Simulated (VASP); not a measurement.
Set up this calculation in VASP 6.6.1, as the native input.

```
Task                   : band structure
Functional             : PBE
Dispersion             : D3(BJ)
Potentials or basis    : VASP PAW PBE potentials, release 64 (Al, N)
Cutoff                 : 520 eV
k mesh                 : 10 × 10 × 6
Occupations            : gaussian, width 0.02 eV
Spin                   : no spin polarisation
Further INCAR settings : ALGO = Normal; EDIFF = 1e-06
```

The structure of AlN lies in POSCAR:

```
AlN                                     
1.0
    3.1072566384      0.0000000000      0.0000000000
   -1.5536283192      2.6909631892     -0.0000000000
    0.0000000000      0.0000000000      4.9757328803
  Al              N             
     2     2
Direct
     0.3333333300000021    0.6666666699999979    0.9975732351895846
     0.6666666699999979    0.3333333300000021    0.4975732351895845
     0.3333333300000021    0.6666666699999979    0.3794267648104179
     0.6666666699999979    0.3333333300000021    0.8794267648104178
```

The cell was built by a generator and needn't be a form met in nature.

One way to write it, as run:

INCAR

```
SYSTEM = AlN
  ALGO = Normal
  EDIFF = 1E-6
  ENCUT = 520
  GGA = PE
  ISIF = 2
  ISMEAR = 0
  IVDW = 12
  LASPH = .TRUE.
  LCHARG = .FALSE.
  LREAL = .FALSE.
  LWAVE = .FALSE.
  NELM = 100
  PREC = Accurate
  SIGMA = 0.02
```

KPOINTS

```
k-points
0
G
  10 10 6
  0 0 0
```

KPOINTS_OPT

```
path GMKGALHA,LM,KH
10
line-mode
reciprocal
 0.0000000000  0.0000000000  0.0000000000  G
 0.5000000000  0.0000000000  0.0000000000  M

 0.5000000000  0.0000000000  0.0000000000  M
 0.3333333333  0.3333333333  0.0000000000  K

 0.3333333333  0.3333333333  0.0000000000  K
 0.0000000000  0.0000000000  0.0000000000  G

 0.0000000000  0.0000000000  0.0000000000  G
 0.0000000000  0.0000000000  0.5000000000  A

 0.0000000000  0.0000000000  0.5000000000  A
 0.5000000000  0.0000000000  0.5000000000  L

 0.5000000000  0.0000000000  0.5000000000  L
 0.3333333333  0.3333333333  0.5000000000  H

 0.3333333333  0.3333333333  0.5000000000  H
 0.0000000000  0.0000000000  0.5000000000  A

 0.5000000000  0.0000000000  0.5000000000  L
 0.5000000000  0.0000000000  0.0000000000  M

 0.3333333333  0.3333333333  0.0000000000  K
 0.3333333333  0.3333333333  0.5000000000  H
```

Potentials or basis: VASP PAW PBE potentials, release 64 (Al, N).

Run with:

```console
$ cat potpaw_PBE.64/Al/POTCAR potpaw_PBE.64/N/POTCAR > POTCAR
$ mpirun -np 1 vasp_std > vasp.out
```

It gave:

```json
{"Pressure": "0.1 GPa", "Band gap on the k mesh": "4.24 eV, direct", "Band gap along the path": "4.24 eV, direct", "Dispersion energy per atom": "-0.270 eV"}
```

It took 24 s on 1 thread of Intel(R) Xeon(R) Platinum 8488C (Sapphire Rapids) (shared host), peak memory 0.18 GiB.
